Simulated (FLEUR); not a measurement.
ZrSe2: equation of state with PBEsol

Crystal: ZrSe2.

```xyz
3
Lattice="3.7980 0.0000 0.0000 -1.8990 3.2892 0.0000 0.0000 0.0000 6.1920" Properties=species:S:1:pos:R:3 pbc="T T T"
Zr    0.0000    0.0000    0.0000
Se    1.8990    1.0964    4.6440
Se    0.0000    2.1928    1.5480
```

| Quantity | Value |
| --- | --- |
| Program | FLEUR MaX-R8.1 (later development tree) |
| Task | equation of state |
| Functional | PBEsol |
| Potentials or basis | all-electron |
| Basis | FLAPW |
| Kmax | 4.69 1/bohr |
| k mesh | 8 × 8 × 5 |
| Occupations | fermi-dirac, width 0.05 eV |
| Spin | no spin polarisation |

* Equilibrium volume: 25.40 Å³/atom
* Bulk modulus at fixed shape and positions: 82 GPa
* Pressure derivative of the bulk modulus: 4.1 (rough: it moves with the points fitted)

Energy against volume, from the lowest point:
| volume (Å³/atom) | energy (meV/atom) |
| --- | --- |
| 24.237 | 13.26 |
| 24.753 | 2.97 |
| 25.784 | 0.00 |
| 26.815 | 16.85 |
| 27.331 | 31.49 |

Caveat: the cell was scaled at fixed shape and fractional positions, which overstates the stiffness of a crystal with free parameters, most of all of layers and chains; this functional lacks dispersion, which binds the layers, so the pressure and a relaxed spacing across them are unreliable.
